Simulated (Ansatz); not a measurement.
Hf:

```
Hf
1.0
     3.19670    0.00000    0.00000
    -1.59835    2.76842    0.00000
     0.00000    0.00000    5.05780
Hf
2
Direct
  0.66667 0.33333 0.75000
  0.33333 0.66667 0.25000
```

Base run:

| Quantity | Value |
| --- | --- |
| Program | Ansatz 0.2.0 |
| Functional | LDA |
| Potentials or basis | all-electron LAPW, relativistic spinors |
| Cutoff | 214 eV (chosen from the basis error) |
| Basis error allowed | 0.001 eV/atom |
| k mesh | 7 × 7 × 4 |
| Occupations | fermi-dirac, width 0.05 eV |
| Spin | spin-orbit coupling, no magnetisation |

Its results: pressure -7.7 GPa.

**Question.** The run is repeated on the same cell with these changes: functional from LDA to PBEsol. What comes out?

**Answer.** Pressure -3.8 GPa.

PBEsol binds less tightly than LDA, so the same cell stands under more pressure.

Caveats: the k mesh is thin for a metal, which can move the energy by tens of meV per atom.
